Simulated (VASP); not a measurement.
The system is BN.

```xyz
4
Lattice="2.5539 0.0000 0.0000 -1.2770 2.2118 0.0000 0.0000 0.0000 4.2269" Properties=species:S:1:pos:R:3 pbc="T T T"
B     1.2770    0.7373    4.2257
B     0.0000    1.4745    2.1123
N     1.2770    0.7373    2.6430
N     0.0000    1.4745    0.5295
```

Measurements of this composition are mostly on another form, of space group No. 194.

```yaml
Program: VASP 6.6.1
Task: relaxation of cell and atoms
Functional: LDA
Potentials_or_basis: VASP PAW LDA potentials, release 64 (B, N)
Cutoff: 600 eV
k_mesh: 12 × 12 × 6
Occupations: gaussian, width 0.02 eV
Spin: no spin polarisation
```

At the start: pressure -13.1 GPa; volume 5.97 Å³/atom.

Question: Where does the relaxation end?

Answer: Over 8 steps the energy falls by 8.6 meV/atom and the volume is 5.76 Å³/atom (-3.4 %); space group P6_3mc (No. 186, to 0.05 Å).

The path:
```tsv
step	energy change (eV)	largest force (eV/Å)	pressure (GPa)	volume (Å³)
1	0.0000	0.0211	-13.15	23.88
2	0.0060	0.0869	15.91	22.22
3	-0.0344	0.0283	-0.11	23.07
4	-0.0344	0.0294	0.17	23.05
5	-0.0344	0.0325	0.20	23.05
6	-0.0345	0.0010	0.18	23.05
7	-0.0345	0.0004	-0.12	23.07
8	-0.0345	0.0000	0.00	23.06
```

Final structure:
```
B N
1.0
     2.52464    0.00000    0.00000
    -1.26232    2.18640    0.00000
     0.00000    0.00000    4.17734
B N
2 2
Direct
  0.66667 0.33333 0.99970
  0.33333 0.66667 0.49970
  0.66667 0.33333 0.62530
  0.33333 0.66667 0.12530
```
